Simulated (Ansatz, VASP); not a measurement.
# Sb: VASP beside Ansatz

```xyz
2
Lattice="3.4203 0.0000 0.0000 -1.7102 2.9621 0.0000 0.0000 0.0000 5.5774" Properties=species:S:1:pos:R:3 pbc="T T T"
Sb    1.7102    0.9874    4.1831
Sb    0.0000    1.9747    1.3944
```

Change from the starting cell: volume scaled by 1.06.

Alike in both runs: task single point; functional PBE; k mesh 9 × 9 × 5; occupations fermi-dirac, width 0.05 eV; no spin polarisation.

|  | VASP | Ansatz |
| --- | --- | --- |
| version | VASP 6.6.1 | Ansatz 0.2.0 |
| potentials or method | VASP PAW PBE potentials, release 64 (Sb) | Ansatz PAW |
| plane-wave cutoff (eV) | 520 | 420 |
| valence electrons in the cell | 10 | 30 |

|  | VASP | Ansatz | Ansatz less VASP |
| --- | --- | --- | --- |
| gap on the k mesh at the Fermi level (eV) | none | none | - |
| pressure (GPa) | -2.0 | -1.9 | +0.14 |
| largest component of the traceless stress (GPa) | 0.23 | 0.23 | -0.002 |

A gap of «none» marks a metal or a gap that the smearing closes. With one functional, cell and mesh, what is left measures potentials, basis and numerics. The two sets of potentials don't hold the same shells in valence.

Spin-orbit coupling is left out, which matters for the levels of Sb.
